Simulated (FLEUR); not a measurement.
# HfC (Fm-3m) in FLEUR: notebook

The runs below take HfC through band structure, equation of state, with BLYP.

All numbers are computed with FLEUR MaX-R8.1 (later development tree); they aren't measurements. Logs are shortened: lines on timing, memory, paths and dates and some standing lists are left out, and cuts for length are marked.

### Step 1. The crystal as given

The structure is cubic, space group Fm-3m (No. 225). The conventional cell has a = 4.650 Å, b = 4.650 Å, c = 4.650 Å, α = 90.00°, β = 90.00°, γ = 90.00°. Hf (site symmetry m-3m) has 6 C at 2.33 Å as nearest neighbours. Around C (site symmetry m-3m) lie 6 Hf at 2.33 Å.

### Step 2. Band structure, BLYP

inp.xml reads:

```xml
<?xml version="1.0" encoding="UTF-8" standalone="no"?>
<fleurInput fleurInputVersion="0.39">
   <comment>
      HfC                                                                                                 
   </comment>
   <calculationSetup>
      <cutoffs Kmax="4.62" Gmax="14.3" GmaxXC="14.3" numbands="0"/>
      <scfLoop itmax="60" minDistance="0.00001" maxIterBroyd="15" imix="Anderson" alpha="0.05" precondParam="0.0" spinf="2.0" sdNocoIR="T"/>
      <coreElectrons ctail="T" frcor="F" kcrel="0" coretail_lmax="0"/>
      <xcFunctional name="LibXC" relativisticCorrections="F">
         <LibXCName exchange="gga_x_b88" correlation="gga_c_lyp"/>
      </xcFunctional>
      <magnetism jspins="1"/>
      <soc l_soc="F" theta="0.0" phi="0.0" spav="F"/>
      <expertModes spex="0" secvar="F"/>
      <geometryOptimization l_f="F" forcealpha="1.0" forcemix="BFGS" epsdisp="0.00001" epsforce="0.00001"/>
      <ldaU l_linMix="F" mixParam="0.05" spinf="1.0"/>
   </calculationSetup>
   <cell>
      <bzIntegration valenceElectrons="30.0" mode="hist" fermiSmearingEnergy="0.00183747">
         <kPointListSelection listName="default-1"/>
         <!-- k-points included here -->
         <xi:include xmlns:xi="http://www.w3.org/2001/XInclude" href="kpts.xml"> </xi:include>
[... 32 lines left out ...]
            <valenceConfig>(2s1/2) (2p1/2) (2p3/2)</valenceConfig>
            <stateOccupation state="(2p1/2)" spinUp="0.333333" spinDown="0.333333"/>
            <stateOccupation state="(2p3/2)" spinUp="0.666667" spinDown="0.666667"/>
         </electronConfig>
         <energyParameters s="2" p="2" d="3" f="4"/>
         <lo type="SCLO" l="0" n="2" eDeriv="2"/>
         <lo type="SCLO" l="1" n="2" eDeriv="2"/>
         <lo type="SCLO" l="2" n="3" eDeriv="2"/>
      </species>
   </atomSpecies>
   <atomGroups>
      <atomGroup species="Hafnium (Hf)">
         <relPos label="                   1">1.000/2.000 1.000/2.000 1.000/2.000</relPos>
         <force calculate="T" relaxXYZ="TTT"/>
      </atomGroup>
      <atomGroup species="Carbon (C)">
         <relPos label="                   2">.0000000000 .0000000000 .0000000000</relPos>
         <force calculate="T" relaxXYZ="TTT"/>
      </atomGroup>
   </atomGroups>
   <output dos="F" band="F" slice="F">
      <checks vchk="F" cdinf="F"/>
      <bandDOS minEnergy="-.5*Htr" maxEnergy="0.5*Htr" sigma="0.015" storeEVData="T"/>
      <vacuumDOS vacdos="F" integ="F" star="F" nstars="0" locx1="0.0" locy1="0.0" locx2="0.0" locy2="0.0" nstm="0" tworkf="0.0"/>
      <unfoldingBand unfoldBand="F" supercellX="1" supercellY="1" supercellZ="1"/>
      <plotting iplot="0" polar="F">
         <plot TwoD="T" vec1="  1.0  0.0  0.0" vec2="  0.0  1.0  0.0" vec3="  0.0  0.0  1.0" zero="  0.0  0.0  0.0" file="plot"/>
      </plotting>
      <chargeDensitySlicing numkpt="0" minEigenval="0.0" maxEigenval="0.0" nnne="0" pallst="F"/>
      <specialOutput eonly="F"/>
      <moessbauerParams electricFieldGradient="T" isomerShift="T" coreHyperfine="T" valenceHyperfine="T"/>
      <magneticCircularDichroism mcd="F" energyLo="-10.0" energyUp="0.0"/>
   </output>
  <!-- We include the file relax.xml here to enable relaxations (see documentation) -->
  <xi:include xmlns:xi="http://www.w3.org/2001/XInclude" href="relax.xml"> <xi:fallback/> </xi:include>
</fleurInput>
```

crystal.txt reads:

```
HfC
&input cartesian=F /
0.0000000000  2.3250000000  2.3250000000
2.3250000000  0.0000000000  2.3250000000
2.3250000000  2.3250000000  0.0000000000
1.8897261246
1.0 1.0 1.0

2
72 0.5000000000  0.5000000000  0.5000000000
6 0.0000000000  0.0000000000  0.0000000000

&kpt div1=10 div2=10 div3=10 gamma=T /
```

inp.xml (bands) reads:

```
<?xml version="1.0" encoding="UTF-8" standalone="no"?>
<fleurInput fleurInputVersion="0.39">
   <comment>
      HfC                                                                                                 
   </comment>
   <calculationSetup>
      <cutoffs Kmax="4.62" Gmax="14.3" GmaxXC="14.3" numbands="0"/>
      <scfLoop itmax="60" minDistance="0.00001" maxIterBroyd="15" imix="Anderson" alpha="0.05" precondParam="0.0" spinf="2.0" sdNocoIR="T"/>
      <coreElectrons ctail="T" frcor="F" kcrel="0" coretail_lmax="0"/>
      <xcFunctional name="LibXC" relativisticCorrections="F">
         <LibXCName exchange="gga_x_b88" correlation="gga_c_lyp"/>
      </xcFunctional>
      <magnetism jspins="1"/>
      <soc l_soc="F" theta="0.0" phi="0.0" spav="F"/>
      <expertModes spex="0" secvar="F"/>
      <geometryOptimization l_f="F" forcealpha="1.0" forcemix="BFGS" epsdisp="0.00001" epsforce="0.00001"/>
      <ldaU l_linMix="F" mixParam="0.05" spinf="1.0"/>
   </calculationSetup>
   <cell>
      <bzIntegration valenceElectrons="30.0" mode="hist" fermiSmearingEnergy="0.00183747">
         <kPointListSelection listName="path-1"/>
         <!-- k-points included here -->
         <xi:include xmlns:xi="http://www.w3.org/2001/XInclude" href="kpts.xml"> </xi:include>
[... 31 lines left out ...]
            <coreConfig>(1s1/2)</coreConfig>
            <valenceConfig>(2s1/2) (2p1/2) (2p3/2)</valenceConfig>
            <stateOccupation state="(2p1/2)" spinUp="0.333333" spinDown="0.333333"/>
            <stateOccupation state="(2p3/2)" spinUp="0.666667" spinDown="0.666667"/>
         </electronConfig>
         <energyParameters s="2" p="2" d="3" f="4"/>
         <lo type="SCLO" l="0" n="2" eDeriv="2"/>
         <lo type="SCLO" l="1" n="2" eDeriv="2"/>
         <lo type="SCLO" l="2" n="3" eDeriv="2"/>
      </species>
   </atomSpecies>
   <atomGroups>
      <atomGroup species="Hafnium (Hf)">
         <relPos label="                   1">1.000/2.000 1.000/2.000 1.000/2.000</relPos>
         <force calculate="T" relaxXYZ="TTT"/>
      </atomGroup>
      <atomGroup species="Carbon (C)">
         <relPos label="                   2">.0000000000 .0000000000 .0000000000</relPos>
         <force calculate="T" relaxXYZ="TTT"/>
      </atomGroup>
   </atomGroups>
   <output dos="F" band="T" slice="F">
      <checks vchk="F" cdinf="F"/>
      <bandDOS minEnergy="-.5*Htr" maxEnergy="0.5*Htr" sigma="0.015" storeEVData="T"/>
      <vacuumDOS vacdos="F" integ="F" star="F" nstars="0" locx1="0.0" locy1="0.0" locx2="0.0" locy2="0.0" nstm="0" tworkf="0.0"/>
      <unfoldingBand unfoldBand="F" supercellX="1" supercellY="1" supercellZ="1"/>
      <plotting iplot="0" polar="F">
         <plot TwoD="T" vec1="  1.0  0.0  0.0" vec2="  0.0  1.0  0.0" vec3="  0.0  0.0  1.0" zero="  0.0  0.0  0.0" file="plot"/>
      </plotting>
      <chargeDensitySlicing numkpt="0" minEigenval="0.0" maxEigenval="0.0" nnne="0" pallst="F"/>
      <specialOutput eonly="F"/>
      <moessbauerParams electricFieldGradient="T" isomerShift="T" coreHyperfine="T" valenceHyperfine="T"/>
      <magneticCircularDichroism mcd="F" energyLo="-10.0" energyUp="0.0"/>
   </output>
  <!-- We include the file relax.xml here to enable relaxations (see documentation) -->
  <xi:include xmlns:xi="http://www.w3.org/2001/XInclude" href="relax.xml"> <xi:fallback/> </xi:include>
</fleurInput>
```

Potentials or basis: all-electron, FLAPW.

Run with:

```
> inpgen -f crystal.txt -profile fastHighL
> # inp.xml edited to the form shown
> fleur_MPI
> fleur_MPI   # second run, on inp.xml (bands)
```

The program printed:

```text
Welcome to FLEUR        (www.flapw.de)
      MaX-Release 8.1          (www.max-centre.eu)
 func_ids         131         106         131         106
The functional 'Becke 88' is an exchange functional, it belongs to the 'GGA' family and is defined in the reference(s):
[1] A. D. Becke.,  Phys. Rev. A 38, 3098 (1988)
The functional 'Lee, Yang & Parr' is a correlation functional, it belongs to the 'GGA' family and is defined in the reference(s):
[1] C. Lee, W. Yang, and R. G. Parr.,  Phys. Rev. B 37, 785 (1988)
[2] B. Miehlich, A. Savin, H. Stoll, and H. Preuss.,  Chem. Phys. Lett. 157, 200 (1989)
 Using same functional for VXC and EXC

 ========== k-point set info ==========
 Selected k-point list: default-1
 k-point list type: mesh
 10 x 10 x 10
 Number of k points: 47

 ------------Calculation Setup---------------------------
 Number of MPI-tasks      :            1
 Number of PE/node        :            1
 Number of OMP-threads    :            1
 Most efficient MPI parallelization for:
           1          47
 Additional eigenvalue parallelization possible
 Number of basis functions:          351
 Approximate size of matrices (H+S) per k-point:         0.002 GB
 --------------------------------------------------------
 Iteration:     1   Distance:      50.80982174 me/bohr^3
 Iteration:     2   Distance:      46.64669025 me/bohr^3
 Iteration:     3   Distance:      27.10961978 me/bohr^3
 Iteration:     4   Distance:      15.79590475 me/bohr^3
 Iteration:     5   Distance:       7.09757347 me/bohr^3
 Iteration:     6   Distance:       1.05836057 me/bohr^3
 Iteration:     7   Distance:       0.64389564 me/bohr^3
 Iteration:     8   Distance:       0.09629228 me/bohr^3
 Iteration:     9   Distance:       0.07702784 me/bohr^3
 Iteration:    10   Distance:       0.02084168 me/bohr^3
 Iteration:    11   Distance:       0.01952943 me/bohr^3
 Iteration:    12   Distance:       0.00497437 me/bohr^3
 Iteration:    13   Distance:       0.00148728 me/bohr^3
 Iteration:    14   Distance:       0.00034999 me/bohr^3
 Iteration:    15   Distance:       0.00003085 me/bohr^3
 Iteration:    16   Distance:       0.00002538 me/bohr^3
 Iteration:    17   Distance:       0.00000593 me/bohr^3

 ********************************************************************
 Run finished successfully
 Stop message:
   all done
 ********************************************************************
```

Run time: 34 s. Hardware: 1 thread of Arm Neoverse V1, shared host; peak memory 0.07 GiB.

What came out:

* Free energy: -411896.5162 eV
* Band gap along the path: none (metal or under the smearing width)
* Valence electrons inside the program's atomic spheres: Hf 23.86; C 2.61 (radii Hf 2.51, C 1.56 bohr)

Levels at the corners of the path, in eV from the Fermi level:
```tsv
point	band 12	band 13	band 14	band 15	band 16	band 17	band 18	band 19
Γ	-11.18	0.97	0.97	0.97	1.30	1.30	1.30	3.25
X	-10.47	-2.52	-1.72	-0.11	-0.11	5.11	6.46	6.46
W	-9.66	-3.01	-2.65	-2.65	3.58	3.58	6.47	6.95
K	-9.74	-3.46	-2.67	-1.70	1.56	5.56	5.97	8.04
Γ	-11.18	0.97	0.97	0.97	1.30	1.30	1.30	3.25
L	-8.48	-6.07	-3.07	-3.07	5.09	5.09	5.59	6.89
U	-9.74	-3.46	-2.67	-1.70	1.56	5.56	5.97	8.04
W	-9.66	-3.01	-2.65	-2.65	3.58	3.58	6.47	6.95
L	-8.48	-6.07	-3.07	-3.07	5.09	5.09	5.59	6.89
K	-9.74	-3.46	-2.67	-1.70	1.56	5.56	5.97	8.04
U	-9.74	-3.46	-2.67	-1.70	1.56	5.56	5.97	8.04
X	-10.47	-2.52	-1.72	-0.11	-0.11	5.11	6.46	6.46
```

Core levels (eV from the Fermi level):
| atom | levels |
| --- | --- |
| 1 Hf | 1s1/2 -65203.1, 2s1/2 -11139.4, 2p1/2 -10638.3, 2p3/2 -9446.0, 3s1/2 -2533.6, 3p1/2 -2311.6, 3p3/2 -2056.1, 4s1/2 -505.8, 3d3/2 -1680.6, 3d5/2 -1624.9, 4p1/2 -414.9, 4p3/2 -356.4, 4d3/2 -207.1, 4d5/2 -196.3 |
| 2 C | 1s1/2 -264.9 |

Caveat: spin-orbit coupling is left out, which moves the levels of the heavy elements.

### Step 3. Equation of state, BLYP, 11.81 Å³/atom (volume scaled by 0.94)

Changes to inp.xml since step 2:

```diff
@@ -6,3 +6,3 @@
    <calculationSetup>
-      <cutoffs Kmax="4.62" Gmax="14.3" GmaxXC="14.3" numbands="0"/>
+      <cutoffs Kmax="4.77" Gmax="14.8" GmaxXC="14.8" numbands="0"/>
       <scfLoop itmax="60" minDistance="0.00001" maxIterBroyd="15" imix="Anderson" alpha="0.05" precondParam="0.0" spinf="2.0" sdNocoIR="T"/>
@@ -26,3 +26,3 @@
       <xi:include xmlns:xi="http://www.w3.org/2001/XInclude" href="sym.xml"> </xi:include>
-      <bulkLattice scale="1.0">
+      <bulkLattice scale="0.9795861087">
          <bravaisMatrix>
@@ -36,3 +36,3 @@
       <species name="Hafnium (Hf)" element="Hf" atomicNumber="72">
-         <mtSphere radius="2.51" gridPoints="829" logIncrement="0.016"/>
+         <mtSphere radius="2.44" gridPoints="829" logIncrement="0.016"/>
          <atomicCutoffs lmax="10" lnonsphr="8"/>
@@ -51,3 +51,3 @@
       <species name="Carbon (C)" element="C" atomicNumber="6">
-         <mtSphere radius="1.56" gridPoints="517" logIncrement="0.02"/>
+         <mtSphere radius="1.51" gridPoints="517" logIncrement="0.02"/>
          <atomicCutoffs lmax="8" lnonsphr="6"/>
```

Potentials or basis: all-electron, FLAPW.

Run with:

```
> inpgen -f crystal.txt -profile fastHighL
> # inp.xml edited to the form shown
> fleur_MPI
```

The program printed:

```text
Welcome to FLEUR        (www.flapw.de)
      MaX-Release 8.1          (www.max-centre.eu)
 func_ids         131         106         131         106
The functional 'Becke 88' is an exchange functional, it belongs to the 'GGA' family and is defined in the reference(s):
[1] A. D. Becke.,  Phys. Rev. A 38, 3098 (1988)
The functional 'Lee, Yang & Parr' is a correlation functional, it belongs to the 'GGA' family and is defined in the reference(s):
[1] C. Lee, W. Yang, and R. G. Parr.,  Phys. Rev. B 37, 785 (1988)
[2] B. Miehlich, A. Savin, H. Stoll, and H. Preuss.,  Chem. Phys. Lett. 157, 200 (1989)
 Using same functional for VXC and EXC

 ========== k-point set info ==========
 Selected k-point list: default-1
 k-point list type: mesh
 10 x 10 x 10
 Number of k points: 47

 ------------Calculation Setup---------------------------
 Number of MPI-tasks      :            1
 Number of PE/node        :            1
 Number of OMP-threads    :            1
 Most efficient MPI parallelization for:
           1          47
 Additional eigenvalue parallelization possible
 Number of basis functions:          359
 Approximate size of matrices (H+S) per k-point:         0.002 GB
 --------------------------------------------------------
 Iteration:     1   Distance:      52.47785175 me/bohr^3
 Iteration:     2   Distance:      48.21002939 me/bohr^3
 Iteration:     3   Distance:      27.54019634 me/bohr^3
 Iteration:     4   Distance:      14.63423825 me/bohr^3
 Iteration:     5   Distance:       7.38353274 me/bohr^3
 Iteration:     6   Distance:       0.75774549 me/bohr^3
 Iteration:     7   Distance:       0.59175639 me/bohr^3
 Iteration:     8   Distance:       0.13533657 me/bohr^3
 Iteration:     9   Distance:       0.09522442 me/bohr^3
 Iteration:    10   Distance:       0.03011934 me/bohr^3
 Iteration:    11   Distance:       0.02529382 me/bohr^3
 Iteration:    12   Distance:       0.00473556 me/bohr^3
 Iteration:    13   Distance:       0.00017147 me/bohr^3
 Iteration:    14   Distance:       0.00020111 me/bohr^3
 Iteration:    15   Distance:       0.00001862 me/bohr^3
 Iteration:    16   Distance:       0.00001542 me/bohr^3
 Iteration:    17   Distance:       0.00000454 me/bohr^3

 ********************************************************************
 Run finished successfully
 Stop message:
   all done
 ********************************************************************
```

Wall time 32 s (1 thread of Arm Neoverse V1, shared host); peak memory 0.08 GiB.

What came out:

```yaml
Free_energy: -411896.3662 eV
Band_gap_on_the_k_mesh: none (metal or under the smearing width)
Valence_electrons_inside_the_program's_atomic_spheres: Hf 23.77; C 2.51 (radii Hf 2.44, C 1.51 bohr)
```

### Step 4. Equation of state, BLYP, 12.07 Å³/atom (volume scaled by 0.96)

Changes to inp.xml since step 3:

```diff
@@ -26,3 +26,3 @@
       <xi:include xmlns:xi="http://www.w3.org/2001/XInclude" href="sym.xml"> </xi:include>
-      <bulkLattice scale="0.9795861087">
+      <bulkLattice scale="0.9864848297">
          <bravaisMatrix>
```

Run with:

```
> inpgen -f crystal.txt -profile fastHighL
> # inp.xml edited to the form shown
> fleur_MPI
```

It took 33 s on 1 thread of Arm Neoverse V1, shared host; peak memory 0.08 GiB.

It converged, with:

- Free energy: -411896.4347 eV
- Band gap on the k mesh: none (metal or under the smearing width)
- Valence electrons inside the program's atomic spheres: Hf 23.72; C 2.49 (radii Hf 2.44, C 1.51 bohr)

### Step 5. Equation of state, BLYP, 12.57 Å³/atom

Changes to inp.xml since step 4:

```diff
@@ -26,3 +26,3 @@
       <xi:include xmlns:xi="http://www.w3.org/2001/XInclude" href="sym.xml"> </xi:include>
-      <bulkLattice scale="0.9864848297">
+      <bulkLattice scale="1.0000000000">
          <bravaisMatrix>
```

Run with:

```
> inpgen -f crystal.txt -profile fastHighL
> # inp.xml edited to the form shown
> fleur_MPI
```

Run time: 36 s. Hardware: 1 thread of Arm Neoverse V1, shared host; peak memory 0.09 GiB.

Results (log left out):

| Property | Result |
| --- | --- |
| Free energy | -411896.5165 eV |
| Band gap on the k mesh | none (metal or under the smearing width) |
| Valence electrons inside the program's atomic spheres | Hf 23.64; C 2.46 (radii Hf 2.44, C 1.51 bohr) |

### Step 6. Equation of state, BLYP, 13.07 Å³/atom (volume scaled by 1.04)

Changes to inp.xml since step 5:

```diff
@@ -26,3 +26,3 @@
       <xi:include xmlns:xi="http://www.w3.org/2001/XInclude" href="sym.xml"> </xi:include>
-      <bulkLattice scale="1.0000000000">
+      <bulkLattice scale="1.0131594038">
          <bravaisMatrix>
```

Potentials or basis: all-electron, FLAPW.

Run with:

```
> inpgen -f crystal.txt -profile fastHighL
> # inp.xml edited to the form shown
> fleur_MPI
```

Run time: 37 s. Hardware: 1 thread of Arm Neoverse V1, shared host; peak memory 0.09 GiB.

Results (log left out):

| Item | Value |
| --- | --- |
| Free energy | -411896.5355 eV |
| Band gap on the k mesh | none (metal or under the smearing width) |
| Valence electrons inside the program's atomic spheres | Hf 23.57; C 2.43 (radii Hf 2.44, C 1.51 bohr) |

### Step 7. Equation of state, BLYP, 13.32 Å³/atom (volume scaled by 1.06)

Changes to inp.xml since step 6:

```diff
@@ -26,3 +26,3 @@
       <xi:include xmlns:xi="http://www.w3.org/2001/XInclude" href="sym.xml"> </xi:include>
-      <bulkLattice scale="1.0131594038">
+      <bulkLattice scale="1.0196128224">
          <bravaisMatrix>
```

Run with:

```
> inpgen -f crystal.txt -profile fastHighL
> # inp.xml edited to the form shown
> fleur_MPI
```

Run time: 38 s. Hardware: 1 thread of Arm Neoverse V1, shared host; peak memory 0.09 GiB.

Results (log left out):

```
Free energy                                           : -411896.5249 eV
Band gap on the k mesh                                : none (metal or under the smearing width)
Valence electrons inside the program's atomic spheres : Hf 23.54; C 2.42 (radii Hf 2.44, C 1.51 bohr)
```

### Step 8. Equation of state, BLYP

Potentials or basis: all-electron, FLAPW.

No new run: the results of the series are fitted here.

Results:

| Quantity | Value |
| --- | --- |
| Equilibrium volume | 12.99 Å³/atom |
| Bulk modulus | 220 GPa |
| Pressure derivative of the bulk modulus | 3.9 (rough: it moves with the points fitted) |

Energy against volume, from the lowest point:
```tsv
volume (Å³/atom)	energy (meV/atom)
11.814	84.66
12.065	50.38
12.568	9.51
13.071	0.00
13.322	5.29
```

The run has no spin-orbit coupling, so splittings on Hf are missing. Zero-point motion and thermal expansion aren't in these numbers.
